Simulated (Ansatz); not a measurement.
**Be: vacancy migration on the Be sublattice**

Computed with DFT PBEsol, scalar-relativistic, plane waves, PAW (Ansatz). Cutoff 420 eV, Γ-centred 6×6×4 k-points, Gaussian smearing of 0.1 eV. No spin polarisation.

The perfect supercell:

```
Be
1.0
    -4.98565    2.49283   -2.49283
    -2.49283   -2.49283   -4.98565
    -4.98565   -2.49283    2.49283
Be
24
Direct
  0.79167 0.66667 0.62500
  0.91667 0.66667 0.25000
  0.41667 0.66667 0.75000
  0.54167 0.66667 0.37500
  0.66667 0.66667 0.00000
  0.04167 0.66667 0.87500
  0.16667 0.66667 0.50000
  0.29167 0.66667 0.12500
  0.70833 0.33333 0.87500
  0.83333 0.33333 0.50000
  0.95833 0.33333 0.12500
  0.45833 0.33333 0.62500
  0.58333 0.33333 0.25000
  0.08333 0.33333 0.75000
  0.20833 0.33333 0.37500
  0.33333 0.33333 0.00000
  0.75000 0.00000 0.75000
  0.87500 0.00000 0.37500
  0.37500 0.00000 0.87500
  0.50000 0.00000 0.50000
  0.62500 0.00000 0.12500
  0.12500 0.00000 0.62500
  0.25000 0.00000 0.25000
  0.00000 0.00000 0.00000
```

Atom 1 (Be) is removed, leaving a vacancy without charge, and atom 2 jumps 2.16 Å into it. The vacancy and the half-way point are each relaxed at fixed cell, keeping their symmetry. The supercell is small.

Problem. How high does the half-way point lie?

Solution. 0.43 eV above the relaxed vacancy, with the jumping atom 0.00 Å off the straight line, where the cell's symmetry pins it, so a bent path, which could be lower, wasn't tried. This is the barrier if that point is a first-order saddle, which wasn't checked.

Cost: 2 runs of about 5.1 core-minutes in all, on Intel Xeon Platinum 8259CL (Skylake/Cascade Lake) (shared hosts).